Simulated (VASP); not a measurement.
The system is SiC (Moissanite 3C).

```
CELL_PARAMETERS angstrom
0.00000 2.17900 2.17900
2.17900 0.00000 2.17900
2.17900 2.17900 0.00000
ATOMIC_POSITIONS crystal
Si 0.00000 0.00000 0.00000
C 0.25000 0.25000 0.25000
```

* Program: VASP 6.6.1
* Task: relaxation of cell and atoms
* Functional: LDA
* Potentials or basis: VASP PAW LDA potentials, release 64 (Si, C)
* Cutoff: 600 eV
* k mesh: 10 × 10 × 10
* Occupations: gaussian, width 0.03 eV
* Spin: no spin polarisation

At the start: pressure -4.2 GPa; volume 10.35 Å³/atom.

Q: Where does the relaxation end?

A: Over 3 steps the energy falls by 2.6 meV/atom and the volume is 10.15 Å³/atom (-1.9 %); space group F-43m (No. 216, to 0.05 Å).

The path:
```
step  energy change (eV)  largest force (eV/Å)  pressure (GPa)  volume (Å³)
   1              0.0000                0.0000           -4.18        20.69
   2              0.0009                0.0000            4.83        19.89
   3             -0.0052                0.0000           -0.02        20.30
```

Final structure:
```
Si C
1.0
     0.00000    2.16528    2.16528
     2.16528    0.00000    2.16528
     2.16528    2.16528    0.00000
Si C
1 1
Direct
  0.00000 0.00000 0.00000
  0.25000 0.25000 0.25000
```
